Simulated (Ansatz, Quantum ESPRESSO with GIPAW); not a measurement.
# Sr2B5H3O11: working out the 11B quadrupolar coupling

A plane-wave PAW calculation (PBE, Ansatz) gives this electric field gradient, in 10²¹ V/m² and Cartesian axes, at one B site of Sr2B5H3O11 (atom 16; BO4; site symmetry 2):

```
      0.1494        0.0000        0.4129
      0.0000        0.1987        0.0000
      0.4129        0.0000       -0.3481
```

11B has spin 3/2, Q = 0.04059 barn and |γ|/2π = 13.6630 MHz/T. The cell is the C2 form of a database entry, atoms relaxed, static and at 0 K. 

**Task.** Find C_Q, η_Q and ν_Q, and the shift and width of the central transition under fast MAS at 9.4 T and 11.7 T.

1. The tensor is symmetric and traceless. Its eigenvalues, ordered by size, are V_xx = 0.1987, V_yy = 0.3827 and V_zz = -0.5814.

2. η_Q = (V_xx − V_yy)/V_zz = 0.316.

3. C_Q = eQV_zz/h. One unit of 10²¹ V/m² with one barn gives 24.18 MHz, so C_Q = 24.18 × 0.04059 × −0.5814 = -0.571 MHz. A spectrum shows its size, not its sign.

4. ν_Q = 3C_Q/[2I(2I−1)] = 0.285 MHz in size, and P_Q = |C_Q|√(1 + η²/3) = 0.580 MHz.

5. The resonances lie at ν0 = 128.43 and 159.86 MHz, so ν_Q/ν0 is 0.002 at most and second order holds. The centre of gravity moves by δ_Q = −(3/40)(P_Q/ν0)² F × 10⁶ ppm, with F = [I(I+1) − 3/4]/[I²(2I−1)²] = 0.3333: -0.510 ppm at 9.4 T and -0.329 ppm at 11.7 T.

6. Summing the second-order term over orientations gives a full width of 1.17 ppm (0.15 kHz) and 0.756 ppm (0.12 kHz). In ppm both fall as 1/B²: (9.4/11.7)² = 0.645. The spinning rate must pass the static width for this shape to show cleanly.

[Banner, clock, file and message-heading lines were taken out of the pw.x and gipaw.x logs.]

[Logs are printed without paths, hosts, clocks, repeated set-up lines and the standing remarks that a program may print on its own settings, such as how far it seeks lower states.]

[Hosts, paths, dates, database ids (printed as entryN), source tags and the programs' standing remarks are cut or masked in the printed files.]
